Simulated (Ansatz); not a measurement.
# SnSe2 (P-3m1) in Ansatz: further runs

Aim: see how the results for SnSe2 move with the level of theory and the settings. Levels: HSE03, HSEsol, PBEsol0. Tasks: band structure.

Program: Ansatz 0.2.0. These are calculated values, not measurements. Logs are shortened: lines on timing, memory, paths and dates and some standing lists are left out, and cuts for length are marked.

### Step 1. Starting point

Symmetry: P-3m1, No. 164, trigonal system. The conventional cell has a = 3.811 Å, b = 3.811 Å, c = 6.136 Å, α = 90.00°, β = 90.00°, γ = 120.00°. Around Sn (site symmetry -3m) lie 6 Se at 2.68 Å. Se (site symmetry 3m) is surrounded by 3 Sn at 2.68 Å.

### Step 2. Band structure, HSE03

File input.yaml:

```yaml
crystal:
  lattice:
    - [3.811, 0.0, 0.0]
    - [-1.9055, 3.3004228138, 0.0]
    - [0.0, 0.0, 6.136]
  atoms:
    - { symbol: Sn, position: [0.0, 0.0, 0.0] }
    - { symbol: Se, position: [0.6666666667, 0.3333333333, 0.751] }
    - { symbol: Se, position: [0.3333333333, 0.6666666667, 0.249] }
hamiltonian:
  xc: { exchange: pbe, correlation: pbe, exx: { coeff: 0.25, omega: 0.3 } }
  pseudopotentials: { kind: paw }
kpoints:
  mp_grid: { grid: [4, 4, 3] }
  band_path:
    path:
      - [[0.0, 0.0, 0.0], [0.5, 0.0, 0.0], [0.3333333333, 0.3333333333, 0.0], [0.0, 0.0, 0.0], [0.0, 0.0, 0.5], [0.5, 0.0, 0.5], [0.3333333333, 0.3333333333, 0.5], [0.0, 0.0, 0.5]]
      - [[0.5, 0.0, 0.5], [0.5, 0.0, 0.0]]
      - [[0.3333333333, 0.3333333333, 0.0], [0.3333333333, 0.3333333333, 0.5]]
    npoints: 4
scf:
  occupations: { method: fermi_dirac, width: 0.05 }
  n_extra_bands: 7
output:
  forces: true
  stress: true
  eigenvalues: true
  fatbands: false
  write_density: true
  write_potential: true
  elf: true
  volumetric_format: npy
```

Potentials or basis: Ansatz PAW.

The run is started by

```bash
$ ansatz run input.yaml --threads 2 --pin off --max-ram 5632MiB --backend cpu --events-out ev --progress --plain --runs-dir out
```

Standard output:

```text
Warning: output.stress: scf.convergence.dr2_threshold = 1e-7 eV (the SCF's general default) is looser than the 3e-10 eV advised for a printed stress (1e-10 eV for each atom of the cell: 3). What an SCF threshold leaves in a stress goes as its square root, and in the free energy as the threshold itself, and one threshold admits the most on a small cell: of the crystals measured, under no hybrid functional and no lock of the moments, on runs that ended without the residual-converged pass, on stresses that held no estimate of that error, the worst erred by over 100 MPa in a component at 1e-7 eV an atom and by under 5 at 1e-10. Set scf.convergence.dr2_threshold to 3e-10 eV or tighter. The threshold is an SCF's pass mark: one that does not reach it within its budget of iterations ends unconverged, or closes short of it on a stop that the run arms, and scf.convergence.dr2_threshold's page says what that costs each kind of run
Warning: output.stress: scf.exx.energy_threshold = 1e-6 eV is looser than the 3e-8 eV advised for a stress under a hybrid functional (1e-8 eV for each atom of the cell: 3). Every SCF of the exchange loop can meet its threshold on dr2 while the loop round them stops early: no threshold on dr2 bounds what that leaves in the stress. Set scf.exx.energy_threshold to 3e-8 eV or tighter. The threshold is the loop's pass mark: a loop that does not reach it within its budget of cycles ends unconverged, and scf.exx.energy_threshold's page has the law
Warning: RAYON_NUM_THREADS=2 ignored (pool sized by the plan → 2); use --threads N
scf.n_extra_bands = 7 over 23 filled bands (N_el = 46.0): the run solves 30 bands
Engine: ansatz 0.2.0, x86_64-unknown-linux-gnu
Pseudopotentials: kind: paw
Pseudopotential: Sn, paw, valence charge 14, recommended cutoff 420 eV (normal), Sn.paw.azcp
Pseudopotential: Se, paw, valence charge 16, recommended cutoff 420 eV (normal), Se.paw.azcp
Functional definition: unnamed
  parameter a_1 = 0.25
  parameter omega_1 = 0.3/angstrom
  exchange = pbe_x + (-a_1)*pbe_x_sr(omega_1) + a_1*exact_x_sr(omega_1)
  correlation = pbe_c
Crystal: 3 atoms, lattice volume = 77.178 Å³
Basis set: ecut = 420 eV, 1485 PW (Γ), exchange–correlation on 54×54×90 points (8 copies of the dense FFT grid, shifted against one another)
Bands: 30, of which v1, the nominal top of the filled ones, is band 23 counted from 1 (22 counted from 0)
Symmetry: 12 space group operations
Space group: P-3m1 (ITA 164), of the structure as read, at distance tolerance 4.3e-5 Å
k-points: 9 of 48
Non-local potential: Sn, projectors of the file, l = 0: 2, l = 1: 2, l = 2: 2, l = 3: 2
Non-local potential: Se, projectors of the file, l = 0: 2, l = 1: 2, l = 2: 3, l = 3: 1
PAW form: soft (Blöchl's): semilocal exchange-correlation on the pseudo side does not see the compensation charge
PAW frozen core: Sn, regenerated for the run's functional, and the local potential with it (the file was generated under x = pbe(κ = 0.804, μ = 0.2195149727645171), c = pbe(β = 0.06672455060314922))
PAW frozen core: Se, regenerated for the run's functional, and the local potential with it (the file was generated under x = pbe(κ = 0.804, μ = 0.2195149727645171), c = pbe(β = 0.06672455060314922))
PAW one-centre angular grid: Sn, 590 points (default); XC on 64 Gauss nodes
PAW one-centre angular grid: Se, 590 points (default); XC on 64 Gauss nodes
Initial density: superposition of atomic densities (neutral atoms: chi_scale 0, normalization atom), corrected by the library's trained network
Initial wavefunctions: pseudopotential atomic-orbital guess
Functional: x = pbe(κ = 0.804, μ = 0.2195149727645171), c = pbe(β = 0.06672455060314922), warm-up for x = pbe(κ = 0.804, μ = 0.2195149727645171) + 0.25 (exact − pbe) at short range (hse, ω = 0.3 Å⁻¹), c = pbe(β = 0.06672455060314922)
SCF iter   1: F=—  HF=-16963.164508 eV  |F-HF|=—  |Δ(HF+E_count)|=         —  Δρ=2.25e-3  dr2=5.25e-3  ethr=1.77e-3  ⟨swp⟩=8.8  Hψ=1102  notcnv=0
preconditioner: auto → none  [insulator: Δε(μ)=0.790 eV  Ē_g=17.445 eV  σ=0.050 eV  W_gap=1.00  n_scr=22 (ndim 8)  ℏωp=21.6 eV  f_vac=0.080  D(μ)=0.00/eV (n_scr^D=0)]
SCF iter   2: F=—  HF=-16963.164747 eV  |F-HF|=—  |Δ(HF+E_count)|=   2.39e-4  Δρ=1.06e-3  dr2=1.69e-3  ethr=1.14e-5  ⟨swp⟩=4.3  Hψ=737  notcnv=0  defer=1
[... 40 lines left out ...]
hybrid SCF converged: 3 outer / 14 inner (+4 warm-up), last move |dexx| = 3.39e-10 eV, tail = 1.99e-10 eV
Stability not checked: this state was not tested for a lower state beside it, because the functional holds exact exchange (a hybrid, or Hartree-Fock), whose exchange loop this test does not read (fock_operator; see scf.lower_state_search)
Free energy (F): -16970.309178 eV
Frozen-core exchange: fock
Harris-Foulkes:  -16970.309178 eV  (|F-HF|=3.27e-11)
Internal energy: -16970.309177 eV  (E = F + TS)
E sigma→0 (E₀):  -16970.309177 eV
Entropy (-TS):   -0.000000 eV (-0.000 meV/atom)
Fermi energy:    8.304454 eV
--- Per-component energies (eV) ---
  E_band       = -974.891497
  E_kinetic    = 424.574249
  E_local      = -6098.956471  (includes V_loc(G=0)·N_el)
  E_nonlocal   = -1224.449883
  E_hartree    = 3129.416601
  E_xc         = -473.366075
  E_vxc        = -237.126442  (∫ρ·V_xc dr)
  E_exx        = -165.197403  (= α·E_x^exact, valence–valence)
  E_paw        = -7920.234606  (= ΣΔE_a)
  E_vpaw       = 232.629528  (= ΣTr[D̂ρ^β])
  E_aug_tail   = -0.001227  (compensation charges beyond the density's cutoff)
  E_ewald      = -4640.194622
  E_core_change = -1.899741  (= ΣΔE_core)
  E_smearing   = -0.000000  (= −TS)
  E_closure    = -0.000000  (closes the sum)
  Σ components = -16970.309178   (vs F -16970.309178, Δ=0.00e0)
--- Forces (eV/Å), atoms counted from 1 ---
  atom   1  Sn    -0.00000000    -0.00000000     0.00000000
  atom   2  Se    -0.00000000    -0.00000000    -0.31245715
  atom   3  Se     0.00000000     0.00000000     0.31245715
  max |Σ_I F_I| component: 4.63e-18 eV/Å
--- Stress (GPa, compression-positive) ---
        3.253443       0.000000      -0.000000
       -0.000000       3.253443       0.000000
       -0.000000       0.000000       3.704304
  P = ⅓ Tr σ = 3.4037 GPa (34.037 kbar)
--- Band table (eV; the first three rows and the last of 9) ---
  k-point 0: bands = ["-42.7015", "-42.7015", "-42.7014", "-42.7014", "-42.6688", "-42.6688", "-42.6683", "-42.6683", "-42.6544", "-42.6542", "-15.5456", "-15.5456", "-15.4858", "-15.4696", "-15.4696", "-7.5073", "-5.5421", "1.2417", "6.9501", "6.9501", "7.3026", "7.3026", "7.6756", "9.4300", "11.2993", "13.0770", "13.0770", "16.6058", "17.4403", "17.4403"]
  k-point 1: bands = ["-42.7015", "-42.7015", "-42.7015", "-42.7015", "-42.6687", "-42.6687", "-42.6684", "-42.6684", "-42.6544", "-42.6542", "-15.5456", "-15.5456", "-15.4857", "-15.4697", "-15.4697", "-7.3714", "-5.8215", "1.9922", "6.0034", "6.8726", "6.8726", "7.4272", "7.4272", "10.5422", "11.3065", "12.8499", "12.8499", "16.8446", "16.9719", "16.9719"]
  k-point 2: bands = ["-42.7014", "-42.7014", "-42.7013", "-42.7012", "-42.6688", "-42.6688", "-42.6684", "-42.6683", "-42.6543", "-42.6541", "-15.5788", "-15.5343", "-15.4820", "-15.4655", "-15.4588", "-6.8434", "-5.1705", "1.1542", "3.8290", "5.2260", "5.5624", "7.4608", "7.5782", "10.3003", "12.3785", "13.9112", "14.2082", "15.0588", "16.6757", "18.1644"]
  k-point 8: bands = ["-42.7013", "-42.7013", "-42.7011", "-42.7011", "-42.6688", "-42.6687", "-42.6686", "-42.6685", "-42.6541", "-42.6541", "-15.5906", "-15.5499", "-15.4744", "-15.4632", "-15.4450", "-5.6945", "-5.0244", "0.1447", "3.0370", "3.8082", "4.6729", "6.4442", "7.3471", "10.5255", "13.0389", "14.2278", "14.9763", "15.5746", "16.1457", "17.9724"]
```

rho_z.tsv:

```text
# z_ang	rho[e/angstrom^3]
# format = ansatz-planar-average/11
# lattice	3.811000000	0.000000000	0.000000000
# lattice	-1.905500000	3.300422814	0.000000000
# lattice	0.000000000	0.000000000	6.136000000
# sites	3
# site	50	0.000000000	0.000000000	0.000000000
# site	34	1.905500000	1.100140938	4.608136000
# site	34	0.000000000	2.200281876	1.527864000
0.000000	1.075501e0
0.136356	1.005655e0
0.272711	8.328182e-1
0.409067	6.363030e-1
0.545422	4.830519e-1
0.681778	3.966248e-1
[... 37 lines left out ...]
5.863289	8.328182e-1
5.999644	1.005655e0
```

Run time: 8 min. Hardware: 2 threads of Intel Xeon at 2.50GHz (Skylake/Cascade Lake), shared host; peak memory 1.1 GiB.

What came out:

- Free energy: -16970.3092 eV
- Pressure: 3.4 GPa
- Largest force: 0.312 eV/Å
- Band gap on the k mesh: 1.31 eV, indirect (least direct gap 1.75 eV)
- Band gap along the path: 1.28 eV, indirect (least direct gap 1.75 eV)

Forces on the atoms (eV/Å):
```
Sn   0.000  0.000  0.000
Se   0.000  0.000 -0.312
Se   0.000  0.000  0.312
```

Levels at the corners of the path, in eV from the valence-band top:
| point | band 21 | band 22 | band 23 | band 24 | band 25 | band 26 |
| --- | --- | --- | --- | --- | --- | --- |
| Γ | -0.43 | -0.43 | -0.05 | 1.70 | 3.57 | 5.35 |
| M | -2.91 | -1.26 | -0.34 | 1.62 | 4.45 | 6.06 |
| K | -3.63 | -1.65 | -1.65 | 1.96 | 7.51 | 7.51 |
| Γ | -0.43 | -0.43 | -0.05 | 1.70 | 3.57 | 5.35 |
| A | -0.87 | -0.27 | -0.27 | 3.08 | 3.55 | 5.05 |
| L | -2.17 | -0.92 | -0.75 | 1.35 | 4.91 | 5.51 |
| H | -4.02 | -0.43 | -0.43 | 3.18 | 5.44 | 5.44 |
| A | -0.87 | -0.27 | -0.27 | 3.08 | 3.55 | 5.05 |
| L | -2.17 | -0.92 | -0.75 | 1.35 | 4.91 | 5.51 |
| M | -2.91 | -1.26 | -0.34 | 1.62 | 4.45 | 6.06 |
| K | -3.63 | -1.65 | -1.65 | 1.96 | 7.51 | 7.51 |
| H | -4.02 | -0.43 | -0.43 | 3.18 | 5.44 | 5.44 |

Caveat: the k mesh is coarse (spacing up to 0.48 Å⁻¹), so the values aren't converged, least of all with exact exchange; spin-orbit coupling is left out, which moves the levels of the heavy elements; the PAW data sets come from PBE, with cores solved anew for the run's functional, which leaves a small shift of forces and pressure; the thresholds are loose for stress.

### Step 3. Band structure, HSEsol

input.yaml: that of step 2 with these lines changed.

```diff
@@ -10,3 +10,6 @@
 hamiltonian:
-  xc: { exchange: pbe, correlation: pbe, exx: { coeff: 0.25, omega: 0.3 } }
+  xc:
+    exchange: hjs_pbesol
+    correlation: pbesol
+    exx: { coeff: 0.25, omega: 0.207 }
   pseudopotentials: { kind: paw }
@@ -28,5 +31 @@
   fatbands: false
-  write_density: true
-  write_potential: true
-  elf: true
-  volumetric_format: npy
```

Potentials or basis: Ansatz PAW.

The run is started by

```bash
$ ansatz run input.yaml --threads 2 --pin off --max-ram 5632MiB --backend cpu --events-out ev --progress --plain --runs-dir out
```

Run time: 8 min. Hardware: 2 threads of Intel Xeon at 2.50GHz (Skylake/Cascade Lake), shared host; peak memory 1.1 GiB.

The run converged. Its results:

```
Free energy             : -16851.7412 eV
Pressure                : 1.1 GPa
Largest force           : 0.155 eV/Å
Band gap on the k mesh  : 1.41 eV, indirect (least direct gap 1.82 eV)
Band gap along the path : 1.38 eV, indirect (least direct gap 1.82 eV)
```

Forces in eV/Å, atoms in the order of the input:
```
Sn   0.000  0.000  0.000
Se   0.000  0.000 -0.155
Se   0.000  0.000  0.155
```

Stress tensor (GPa, compression positive):
```
0.91 0.00 0.00
0.00 0.91 0.00
0.00 0.00 1.53
```

Levels at the corners of the path, in eV from the valence-band top:
| point | band 20 | band 21 | band 22 | band 23 | band 24 | band 25 | band 26 | band 27 |
| --- | --- | --- | --- | --- | --- | --- | --- | --- |
| Γ | -0.80 | -0.42 | -0.42 | -0.06 | 1.76 | 3.66 | 5.50 | 5.50 |
| M | -3.24 | -2.97 | -1.30 | -0.34 | 1.73 | 4.55 | 6.17 | 6.39 |
| K | -4.07 | -3.70 | -1.70 | -1.70 | 2.07 | 7.69 | 7.69 | 8.29 |
| Γ | -0.80 | -0.42 | -0.42 | -0.06 | 1.76 | 3.66 | 5.50 | 5.50 |
| A | -0.90 | -0.90 | -0.26 | -0.26 | 3.20 | 3.64 | 5.20 | 5.20 |
| L | -2.78 | -2.21 | -0.94 | -0.76 | 1.45 | 5.01 | 5.63 | 6.60 |
| H | -4.65 | -4.11 | -0.43 | -0.43 | 3.35 | 5.55 | 5.55 | 7.16 |
| A | -0.90 | -0.90 | -0.26 | -0.26 | 3.20 | 3.64 | 5.20 | 5.20 |
| L | -2.78 | -2.21 | -0.94 | -0.76 | 1.45 | 5.01 | 5.63 | 6.60 |
| M | -3.24 | -2.97 | -1.30 | -0.34 | 1.73 | 4.55 | 6.17 | 6.39 |
| K | -4.07 | -3.70 | -1.70 | -1.70 | 2.07 | 7.69 | 7.69 | 8.29 |
| H | -4.65 | -4.11 | -0.43 | -0.43 | 3.35 | 5.55 | 5.55 | 7.16 |

Caveat: the k mesh is coarse (spacing up to 0.48 Å⁻¹), so the values aren't converged, least of all with exact exchange; spin-orbit coupling is left out, which moves the levels of the heavy elements; the PAW data sets come from PBE, with cores solved anew for the run's functional, which leaves a small shift of forces and pressure; the thresholds are loose for stress.

### Step 4. Band structure, PBEsol0

input.yaml: that of step 3 with these lines changed.

```diff
@@ -10,6 +10,3 @@
 hamiltonian:
-  xc:
-    exchange: hjs_pbesol
-    correlation: pbesol
-    exx: { coeff: 0.25, omega: 0.207 }
+  xc: { exchange: pbesol, correlation: pbesol, exx: { coeff: 0.25 } }
   pseudopotentials: { kind: paw }
@@ -31 +28,5 @@
   fatbands: false
+  write_density: true
+  write_potential: true
+  elf: true
+  volumetric_format: npy
```

Potentials or basis: Ansatz PAW.

The run is started by

```bash
$ ansatz run input.yaml --threads 2 --pin off --max-ram 5632MiB --backend cpu --events-out ev --progress --plain --runs-dir out
```

Standard output:

```text
Warning: output.stress: scf.convergence.dr2_threshold = 1e-7 eV (the SCF's general default) is looser than the 3e-10 eV advised for a printed stress (1e-10 eV for each atom of the cell: 3). What an SCF threshold leaves in a stress goes as its square root, and in the free energy as the threshold itself, and one threshold admits the most on a small cell: of the crystals measured, under no hybrid functional and no lock of the moments, on runs that ended without the residual-converged pass, on stresses that held no estimate of that error, the worst erred by over 100 MPa in a component at 1e-7 eV an atom and by under 5 at 1e-10. Set scf.convergence.dr2_threshold to 3e-10 eV or tighter. The threshold is an SCF's pass mark: one that does not reach it within its budget of iterations ends unconverged, or closes short of it on a stop that the run arms, and scf.convergence.dr2_threshold's page says what that costs each kind of run
Warning: output.stress: scf.exx.energy_threshold = 1e-6 eV is looser than the 3e-8 eV advised for a stress under a hybrid functional (1e-8 eV for each atom of the cell: 3). Every SCF of the exchange loop can meet its threshold on dr2 while the loop round them stops early: no threshold on dr2 bounds what that leaves in the stress. Set scf.exx.energy_threshold to 3e-8 eV or tighter. The threshold is the loop's pass mark: a loop that does not reach it within its budget of cycles ends unconverged, and scf.exx.energy_threshold's page has the law
[... 104 lines left out ...]
  k-point 2: bands = ["-43.4368", "-43.4368", "-43.4367", "-43.4367", "-43.4040", "-43.4039", "-43.4036", "-43.4036", "-43.3894", "-43.3892", "-16.2570", "-16.2119", "-16.1574", "-16.1408", "-16.1338", "-7.6008", "-5.9022", "0.4109", "3.1378", "4.5835", "4.9442", "6.8988", "7.0341", "10.5756", "12.6177", "14.2427", "14.5013", "15.3695", "16.9600", "18.4569"]
  k-point 8: bands = ["-43.4367", "-43.4367", "-43.4365", "-43.4365", "-43.4039", "-43.4039", "-43.4038", "-43.4036", "-43.3893", "-43.3892", "-16.2689", "-16.2277", "-16.1499", "-16.1385", "-16.1200", "-6.4352", "-5.7541", "-0.6175", "2.3224", "3.1263", "4.0161", "5.8440", "6.7898", "10.8284", "13.2946", "14.5398", "15.3166", "15.8580", "16.4548", "18.2814"]
```

rho_z.tsv:

```text
# z_ang	rho[e/angstrom^3]
# format = ansatz-planar-average/11
# lattice	3.811000000	0.000000000	0.000000000
# lattice	-1.905500000	3.300422814	0.000000000
# lattice	0.000000000	0.000000000	6.136000000
# sites	3
# site	50	0.000000000	0.000000000	0.000000000
# site	34	1.905500000	1.100140938	4.608136000
# site	34	0.000000000	2.200281876	1.527864000
0.000000	1.075354e0
0.136356	1.005563e0
0.272711	8.328457e-1
0.409067	6.364337e-1
0.545422	4.832260e-1
0.681778	3.967893e-1
[... 37 lines left out ...]
5.863289	8.328457e-1
5.999644	1.005563e0
```

Wall time 9.4 min (2 threads of Intel Xeon at 2.50GHz (Skylake/Cascade Lake), shared host); peak memory 1.1 GiB.

What came out:

```yaml
Free_energy: -16851.9667 eV
Pressure: 0.9 GPa
Largest_force: 0.124 eV/Å
Band_gap_on_the_k_mesh: 2.09 eV, indirect (least direct gap 2.48 eV)
Band_gap_along_the_path: 2.05 eV, indirect (least direct gap 2.48 eV)
```

Forces on the atoms (eV/Å):
```
Sn   0.000  0.000  0.000
Se   0.000  0.000 -0.124
Se   0.000  0.000  0.124
```

Stress tensor (GPa, compression positive):
```
0.65 0.00 0.00
0.00 0.65 0.00
0.00 0.00 1.36
```

Levels at the corners of the path, in eV from the valence-band top:
| point | band 21 | band 22 | band 23 | band 24 | band 25 | band 26 |
| --- | --- | --- | --- | --- | --- | --- |
| Γ | -0.43 | -0.43 | -0.07 | 2.41 | 4.34 | 6.21 |
| M | -3.01 | -1.32 | -0.35 | 2.40 | 5.23 | 6.87 |
| K | -3.75 | -1.74 | -1.74 | 2.75 | 8.42 | 8.42 |
| Γ | -0.43 | -0.43 | -0.07 | 2.41 | 4.34 | 6.21 |
| A | -0.92 | -0.27 | -0.27 | 3.88 | 4.32 | 5.90 |
| L | -2.24 | -0.96 | -0.79 | 2.12 | 5.69 | 6.33 |
| H | -4.17 | -0.44 | -0.44 | 4.07 | 6.24 | 6.24 |
| A | -0.92 | -0.27 | -0.27 | 3.88 | 4.32 | 5.90 |
| L | -2.24 | -0.96 | -0.79 | 2.12 | 5.69 | 6.33 |
| M | -3.01 | -1.32 | -0.35 | 2.40 | 5.23 | 6.87 |
| K | -3.75 | -1.74 | -1.74 | 2.75 | 8.42 | 8.42 |
| H | -4.17 | -0.44 | -0.44 | 4.07 | 6.24 | 6.24 |

Caveat: the k mesh is coarse (spacing up to 0.48 Å⁻¹), so the values aren't converged, least of all with exact exchange; spin-orbit coupling is left out, which moves the levels of the heavy elements; the PAW data sets come from PBE, with cores solved anew for the run's functional, which leaves a small shift of forces and pressure; the thresholds are loose for stress.

### Step 5. The runs side by side

| level | gap on the mesh (eV) | pressure (GPa) | largest force (eV/Å) |
| --- | --- | --- | --- |
| HSE03 | 1.31 | 3.4 | 0.31 |
| HSEsol | 1.41 | 1.1 | 0.15 |
| PBEsol0 | 2.09 | 0.9 | 0.12 |

Alike in all rows: task band structure; potentials or basis Ansatz PAW; no spin polarisation; cell as given; k mesh 4 × 4 × 3; cutoff (eV) 420; smearing fermi-dirac 0.05 eV; the mesh is coarse, so values aren't converged.

Caveats: all runs use coarse meshes; spin-orbit coupling is left out, which moves the levels of the heavy elements; the PAW data sets come from PBE, with cores solved anew for the run's functional, which leaves a small shift of forces and pressure; the thresholds are loose for stress.

Absolute energies hang on the potentials; compare differences alone.
